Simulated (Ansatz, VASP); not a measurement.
**AlN: VASP beside Ansatz**

Contents of INCAR:

```
SYSTEM = AlN
  PREC = Accurate
  ENCUT = 520
  EDIFF = 1E-7
  ISMEAR = 0
  SIGMA = 0.05
  LREAL = .FALSE.
  LASPH = .TRUE.
  NELM = 60
  ALGO = Fast
  ISIF = 2
  LWAVE = .FALSE.
  LCHARG = .FALSE.
  GGA = PS
  NBANDS = 11
```

KPOINTS

```
Automatic mesh
0
G
  10 10 10
  0 0 0
```

Contents of POSCAR:

```
AlN
1.0
    0.0000000000      2.0491975692      2.0491975692
    2.0491975692      0.0000000000      2.0491975692
    2.0491975692      2.0491975692      0.0000000000
Al N
1 1
Direct
    0.5000000000      0.5000000000      0.5000000000
    0.0000000000      0.0000000000      0.0000000000
```

Input for Ansatz:

```yaml
crystal:
  lattice:
    - [0.0, 2.0491975692, 2.0491975692]
    - [2.0491975692, 0.0, 2.0491975692]
    - [2.0491975692, 2.0491975692, 0.0]
  atoms:
    - { symbol: Al, position: [0.5, 0.5, 0.5] }
    - { symbol: "N", position: [0.0, 0.0, 0.0] }
basis:
  ecutwfc: 420
  ecutrho_ratio: 4
kpoints:
  mp_grid: { grid: [10, 10, 10] }
hamiltonian:
  xc: pbesol
scf:
  occupations: { method: gaussian, width: 0.05 }
output:
  forces: true
  stress: true
  eigenvalues: true
```

Alike in both runs: task single point; functional PBEsol; k mesh 10 × 10 × 10; occupations gaussian, width 0.05 eV; no spin polarisation.

|  | VASP | Ansatz |
| --- | --- | --- |
| version | VASP 6.6.1 | Ansatz 0.2.0 |
| potentials or method | VASP PAW PBE potentials, release 64 (Al, N) | scalar-relativistic, plane waves, PAW |
| plane-wave cutoff (eV) | 520 | 420 |
| valence electrons in the cell | 8 | 8 |

VASP gave:

| Property | Result |
| --- | --- |
| gap on the k mesh at the Fermi level (eV) | 4.17 |
| least direct gap on the mesh (eV) | 5.10 |
| pressure (GPa) | -9.6 |

Question: Estimate Ansatz's values.

Answer: gap on the k mesh at the Fermi level (eV): 4.18; least direct gap on the mesh (eV): 5.08; pressure (GPa): -9.5.

Caveats: the PAW data sets were made with another functional, which shifts forces and pressure a little (VASP). A k mesh can miss the band edges.
